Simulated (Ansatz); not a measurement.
# Cobalt, fcc under RPBE: ground state and equation of state

Aim: take cobalt in the fcc structure, relax it, solve it on a dense k-mesh, then scale the cell to 7 volumes from 88 to 112 % of the relaxed one and try a fit of the equation of state. The start is ferromagnetic. The k-meshes are 15×15×15 for the relaxation; 25×25×25 for the dense run; 17×17×17 for the volumes.

This is Co in the fcc structure; at room conditions it is hcp.

Method: DFT RPBE, plane waves (420 eV) with PAW, scalar-relativistic; the PAW data stem from PBE, with regenerated cores, in Ansatz 0.2.0.

### 1 The system as given

It takes space group Fm-3m (No. 225, cubic). The conventional cell has a = 3.538 Å, b = 3.538 Å, c = 3.538 Å, α = 90.00°, β = 90.00°, γ = 90.00°. Co (site symmetry m-3m) is surrounded by 12 Co at 2.50 Å.

Structure file:

```
CELL_PARAMETERS angstrom
0.00000 1.76910 1.76910
1.76910 0.00000 1.76910
1.76910 1.76910 0.00000
ATOMIC_POSITIONS crystal
Co 0.00000 0.00000 0.00000
```

Starting moments (μB): +1.7.

### 2 Geometry optimisation

input.yaml

```yaml
crystal:
  lattice:
    - [0.0, 1.7691019796, 1.7691019796]
    - [1.7691019796, 0.0, 1.7691019796]
    - [1.7691019796, 1.7691019796, 0.0]
  atoms:
    - { symbol: Co, position: [0.0, 0.0, 0.0], spin: 1.7 }
hamiltonian:
  xc: rpbe
  pseudopotentials:
    kind: paw
    azcp:
      Co: "pseudopotentials/Co.paw.azcp"
basis:
  ecutwfc: 420
  fft_grid_basis: typed
kpoints:
  mp_grid: { grid: [15, 15, 15], shift: [0, 0, 0] }
magnetization:
  spin_polarized: true
scf:
  occupations: { method: fermi_dirac, width: 0.05 }
relax:
  max_steps: 60
  f_tol: 0.01
  cell: {}
```

The runs that follow: Dense single point; The cell scaled to 88 % of its volume; The cell scaled to 92 % of its volume; The cell scaled to 96 % of its volume; The cell scaled to 100 % of its volume; The cell scaled to 104 % of its volume; The cell scaled to 108 % of its volume; The cell scaled to 112 % of its volume.

Q: Predict the outcome of this session. Wanted: space group; conventional cell; volume; shortest distance; gap on the mesh; magnetic state; relative to hcp, ferromagnetic; V₀, B₀, B₀′.

The runs gave:

| quantity | value |
| --- | --- |
| space group (spins left aside) | Fm-3m (No. 225) |
| conventional cell | a = 3.554 Å |
| volume | 11.220 Å³/atom |
| shortest distance | 2.513 Å |
| gap on the mesh | none (levels filled in part) |
| magnetic state | ferromagnetic, up to 1.77 μB per atom |
| relative to hcp, ferromagnetic | +12 meV/atom |
| V₀, B₀, B₀′ | 11.227 Å³/atom, 195 GPa, 5.0 |

**Reading.** The relaxation enlarged the cell by 1.3 % in volume. It lies 12 meV/atom above the element's reference form at the same level (hcp, ferromagnetic, from a run of its own). It ends ferromagnetic, with up to 1.77 μB per atom. Levels at the Fermi energy are filled in part, as in a metal. B₀ comes out at 195 GPa. Relaxation kept the symmetry; phonons were not checked.
